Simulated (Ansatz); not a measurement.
Crystal: MgH2.

```
Mg H
1.0
     0.00000    2.38107    2.38107
     2.38107    0.00000    2.38107
     2.38107    2.38107    0.00000
Mg H
1 2
Direct
  0.97421 0.99350 0.00294
  0.24390 0.26497 0.21916
  0.78011 0.76678 0.69770
```

The cell comes from a database or a generator and needn't be the stable form of this composition.

The cell isn't the ideal one: atoms moved at random, drawn with an rms of 0.1 Å.

- Program: Ansatz 0.2.0
- Task: relaxation of the atoms
- Functional: revPBE
- Dispersion: D4
- Potentials or basis: Ansatz PAW
- Cutoff: 420 eV (not typed: the program's choice for these potentials)
- k mesh: 10 × 10 × 10
- Occupations: tetrahedron
- Spin: no spin polarisation

At the start: volume 9.00 Å³/atom.

Question: Where does the relaxation end?

Answer: Over 5 steps the energy falls by 15.1 meV/atom; space group Fm-3m (No. 225, to 0.05 Å).

Step by step:
| step | energy change (eV) | largest force (eV/Å) |
| --- | --- | --- |
| 1 | 0.0000 | 0.4548 |
| 2 | -0.0178 | 0.3784 |
| 3 | -0.0453 | 0.0104 |
| 4 | -0.0453 | 0.0108 |
| 5 | -0.0453 | 0.0004 |

Final structure:
```
CELL_PARAMETERS angstrom
0.00000 2.38107 2.38107
2.38107 0.00000 2.38107
2.38107 2.38107 0.00000
ATOMIC_POSITIONS crystal
Mg 0.99937 0.00841 0.97329
H 0.24944 0.25843 0.22326
H 0.74942 0.75841 0.72325
```

Caveat: pairwise dispersion overbinds metals, which lowers pressure and volume; the PAW data sets come from PBE, with cores solved anew for the run's functional, which leaves a small shift of forces and pressure; with tetrahedron occupations forces and stress needn't match the slope of the energy; the thresholds are loose for stress.
